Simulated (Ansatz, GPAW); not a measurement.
**One calculation of CoO, 3 ways**

```
CELL_PARAMETERS angstrom
0.00000 2.13150 2.13150
2.13150 0.00000 2.13150
2.13150 2.13150 0.00000
ATOMIC_POSITIONS crystal
Co 0.00000 0.00000 0.00000
O 0.50000 0.50000 0.50000
```

Alike in all runs: task single point; functional PBE; k mesh 11 × 11 × 11; occupations gaussian, width 0.022 eV; collinear spin, ferromagnetic start; no spin-orbit coupling. The measured crystal is an antiferromagnetic insulator; the state found here is the runs' own. Pressure is positive in compression and, in plane waves, holds the error of the finite cutoff, which Ansatz's Pulay term estimates and takes out.

```tsv
program and potentials	plane-wave cutoff (eV)	notes	pressure (GPa)	net moment per atom (μB)
Ansatz, Ansatz PAW	420	11.5 valence electrons an atom on average; Pulay term of +0.74 GPa included	-1.58	1.49
Ansatz, all-electron LAPW, scalar-relativistic	-	-	-1.67	1.49
GPAW, GPAW PAW data sets (gpaw-data 1.2.1)	800	7.5 valence electrons an atom on average	-1.06	1.49
```

The pressure spans -1.67 (Ansatz, all-electron LAPW, scalar-relativistic) to -1.06 GPa (GPAW, GPAW PAW data sets (gpaw-data 1.2.1)), with all-electron results at -1.67. All agree on the net moment per atom. The state is the one that the start led to, which needn't be the lowest.

Differences between rows come from potentials, basis sets and numerical settings, since the functional is the same but for its coding. Runs on potential files found faulty are left out.
